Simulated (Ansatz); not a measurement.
Input and command of a plane-wave DFT calculation in Ansatz:

```yaml
crystal:
  lattice:
    - [4.4361841245, -2.5603943384, 0.0024221828]
    - [4.4361841245, 2.5603943384, 0.0024221828]
    - [-0.001740631, 0.0, 3.2326113691]
  atoms:
    - { symbol: Sc, position: [0.3333446656, 0.3333446656, 0.999997716] }
    - { symbol: Sc, position: [0.0, 0.0, 0.5] }
    - { symbol: Sc, position: [0.6666553344, 0.6666553344, 2.284e-06] }
basis:
  ecutwfc: 420
kpoints:
  mp_grid: { grid: [10, 10, 14] }
  band_path:
    path:
      - [[0.0, 0.0, 0.0], [-0.5, -0.5, -2.75e-06], [-0.3332788, -0.6667212, -2.75e-06]]
      - [[0.3332788, -0.3332788, 0.0], [0.0, 0.0, 0.0], [0.0, 0.0, -0.5], [0.3332788, -0.3332788, -0.5]]
      - [[-0.3332788, -0.6667212, -0.50000275], [-0.5, -0.5, -0.50000275], [-0.5, -0.5, -2.75e-06]]
      - [[0.0, 0.0, 0.0], [0.0, -0.5, -1.37e-06], [0.0, -0.5, -0.50000137], [0.0, 0.0, -0.5], [-0.5, -0.5, -0.50000275]]
    npoints: 14
hamiltonian:
  xc: lda
scf:
  occupations: { method: gaussian, width: 0.1 }
  n_extra_bands: 7
output:
  forces: true
  stress: true
  eigenvalues: true
  populations: true
  dos: { projected: true, de: 0.02, nscf_kmesh: { grid: [15, 15, 21] } }
  bader: true
  write_density: true
  write_potential: true
  elf: true
  volumetric_format: npy
```

```bash
ansatz run input.yaml --threads 1 --pin off --max-ram 2560MiB --backend cpu --events-out ev --progress --plain --runs-dir out
```

Processor: Intel(R) Xeon(R) 6975P-C (Granite Rapids), 1 thread, on a host shared with other jobs.

**Question.** Estimate time, memory and problem size.

**Answer.** About 66 s on 1 thread of Intel(R) Xeon(R) 6975P-C (Granite Rapids), on a shared host, peak memory 1.4 GiB. It solves 24 bands at 392 k points (the mesh reduced by the symmetry that the task leaves, which can be less than the crystal's) with about 1433 plane waves, in 6 SCF iterations.
